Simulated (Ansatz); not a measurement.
**ZrO2 (Fm-3m) under several functionals**

Plane-wave DFT in Ansatz with scalar-relativistic PAW potentials. The same structure was relaxed (cell and atoms, symmetry kept) in separate runs at each level. This fluorite-type form isn't the usual stable structure of the compound. No spin polarisation.

Q: How do the levels PBE, PBEsol, r2SCAN compare?

A:
| level | cutoff (eV) | k mesh | V (Å³/atom) | a (Å) | gap (eV) |
| --- | --- | --- | --- | --- | --- |
| PBEsol | 420 | 8×8×8 | 10.822 | 5.064 | 3.33 |
| r2SCAN | 500 | 8×8×8 | 10.984 | 5.089 | 3.89 |
| PBE | 420 | 8×8×8 | 11.157 | 5.116 | 3.32 |

The usual order of volumes, PBEsol < PBE, holds here (10.822, 11.157 Å³/atom). As a rule PBEsol, built on the gradient expansion of slowly varying densities, lies between LDA and PBE; PBE's stronger gradient term for exchange weakens bonds. r2SCAN lies 1.6 % under PBE in volume. Each gap belongs to its own cell, so it mixes the functional's effect with that of the volume; gaps are the least found on the k mesh or on a band path.